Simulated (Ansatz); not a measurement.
**Li under changes of volume**

One of the cells (21.065 Å³/atom); the others are scaled copies at fixed shape and fractional positions:

```
Li
1.0
     1.55050    0.89518    7.58830
    -1.55050    0.89518    7.58830
     0.00000   -1.79036    7.58830
Li
3
Cartesian
  0.0000 0.0000 17.7111
  0.0000 0.0000 5.0538
  0.0000 0.0000 0.0000
```

This isn't the form of Li at room conditions, which is bcc.

```yaml
Program: Ansatz 0.2.0
Functional: PBE
Potentials_or_basis: Ansatz PAW
Cutoff: "420 eV (not typed: the program's choice for these potentials)"
k_mesh: 10 × 10 × 10
Occupations: fermi-dirac, width 0.05 eV
Spin: no spin polarisation
```

```tsv
volume (Å³/atom)	energy over the lowest point (meV/atom)	pressure (GPa)	largest force (eV/Å)
19.801	?	?	?
20.222	0.00	0.0	0.009
20.644	0.36	-0.3	0.009
21.065	1.42	-0.5	0.008
21.486	3.11	-0.8	0.008
21.907	5.38	-1.0	0.008
22.329	8.18	-1.2	0.007
```

Task: What does the run at 19.801 Å³/atom give?

Result: Energy over the lowest point 0.39 meV/atom; pressure 0.3 GPa; largest force 0.010 eV/Å.

Worked out: A Birch-Murnaghan fit of order 3 (a polynomial in V^(-2/3)) to the other rows has its minimum at 20.23 Å³/atom with B0 = V·E''(V) = 14.0 GPa and B' = 3.6 at fixed shape and positions, which overstates the stiffness. It gives 0.41 meV/atom at 19.801 Å³/atom, against the run's 0.39, and -dE/dV = 0.3 GPa, against 0.3.

Energies are extrapolated to zero smearing.
